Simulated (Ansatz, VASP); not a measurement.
## BN: VASP beside Ansatz

```
CELL_PARAMETERS angstrom
2.50612 0.00000 0.00000
-1.25306 2.17037 0.00000
0.00000 0.00000 6.59736
ATOMIC_POSITIONS crystal
B 0.00000 0.00000 0.50000
B 0.33333 0.66667 0.00000
N 0.00000 0.00000 0.00000
N 0.66667 0.33333 0.50000
```

Alike in both runs: functional PBE; dispersion D3(BJ); k mesh 12 × 12 × 4; occupations gaussian, width 0.02 eV; no spin polarisation.

Ansatz relaxed the structure, and its values are those at the end. VASP's run is a single point on that final structure, the one shown.

|  | VASP | Ansatz |
| --- | --- | --- |
| version | VASP 6.6.1 | Ansatz 0.2.0 |
| potentials or method | VASP PAW PBE potentials, release 64 (B, N) | scalar-relativistic, plane waves, PAW |
| plane-wave cutoff (eV) | 520 | 420 |
| valence electrons in the cell | 16 | 16 |

|  | VASP | Ansatz | Ansatz less VASP |
| --- | --- | --- | --- |
| gap on the k mesh at the Fermi level (eV) | 4.35 | 4.36 | +0.007 |
| least direct gap on the mesh (eV) | 4.46 | 4.47 | +0.003 |
| pressure (GPa) | 0.1 | 0.0 | -0.08 |

A k mesh can miss the band edges. A hybrid or GW would open this gap; PBE tends to underestimate it.
